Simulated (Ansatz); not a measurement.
Rh, DFT, LDA, all-electron PAW with datasets made for the crystal, scalar-relativistic (Ansatz 0.2.0), run on 1 thread of Intel(R) Xeon(R) 6975P-C (Granite Rapids) on a shared host.

Structure from Materials Project entry mp-74 (possibly hypothetical), not relaxed further. The listed cell was then made from it by scaling, straining or moving an atom.

Command: `ansatz run input.yaml --threads 1 --pin off --max-ram 2048MiB --backend cpu --events-out ev --progress --plain --runs-dir out`

```yaml
crystal:
  lattice:
    - [0.0761194435, 1.9410458082, 1.9410458082]
    - [1.9410458082, 0.0761194435, 1.9410458082]
    - [1.9410458082, 1.9410458082, 0.0761194435]
  atoms:
    - { symbol: Rh, position: [0.0, 0.0, 0.0] }
kpoints:
  mp_grid: { grid: [18, 18, 18] }
scf:
  occupations: { method: fermi_dirac, width: 0.05 }
hamiltonian:
  xc: lda
  pseudopotentials: { kind: all_electron, datasets: crystal }
output:
  forces: true
  stress: true
  eigenvalues: true
  efg: { contact_densities: true }
```

Question: How large is the problem that the program sets up?

Answer: 580 irreducible k-points, 169 plane waves at Γ, 9 bands.

Question: About how long does it take?

Answer: 14 s of wall time for 8 SCF iterations. Times on shared machines scatter by tens of per cent.

Question: And the same cell and mesh by LAPW (all electrons), asked for forces, stress, eigenvalues, on the same hardware?

Answer: 25 s.

Question: And the same cell and mesh by frozen-core PAW, asked for forces, stress, eigenvalues, efg, on the same hardware?

Answer: 3.7 s.
